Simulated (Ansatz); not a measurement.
A (100) slab of MoP (P-6m2 (No. 187)), 8 planes, outer planes P (top) and Mo (bottom), with 8 atoms (Mo4P4) in a surface cell of A = 10.176 Å², as cut from the bulk:

```xyz
8
Lattice="3.1733 0.0000 0.0000 0.0000 3.2068 0.0000 0.0000 0.0000 24.2572" Properties=species:S:1:pos:R:3 pbc="T T T"
Mo    0.0000    1.6034    7.5000
P     1.5866    0.0000    8.4257
Mo    0.0000    0.0000   10.2771
P     1.5866    1.6034   11.2029
Mo    0.0000    1.6034   13.0543
P     1.5866    0.0000   13.9800
Mo    0.0000    0.0000   15.8314
P     1.5866    1.6034   16.7572
```

Theory: DFT PBEsol, scalar-relativistic, plane waves, PAW in Ansatz. Cutoff 420 eV; k points 11×11×1 on the computed 8-atom cell (Γ-centred); Gaussian smearing, width 0.10 eV; no spin polarisation. The cell repeats along c with a dipole correction in the vacuum.

Against the same 8 atoms in the bulk, the slab as cut lies 3.409 eV higher and the relaxed slab 3.073 eV higher.

Question: Work out the surface energy before and after relaxation.

Answer: The slab has two faces, so γ = (E_slab − N·E_bulk)/(2A), the mean of both. As cut: 3.409/(2 × 10.176) = 0.1675 eV/Å², and 1 eV/Å² = 16.02 J/m², so γ = 2.68 J/m². Relaxed: 3.073/(2 × 10.176) = 0.1510 eV/Å² = 2.42 J/m². Relaxation recovers 10 % of the cost of cutting.

Question: What is the ideal work of this cut, per area?

Answer: Griffith's ideal work is 2γ: 5.37 J/m² if the new faces stay rigid, 4.84 J/m² if they relax. Other cuts parallel to this plane can cost less. One thickness was run, 8 planes, so γ can still shift with it.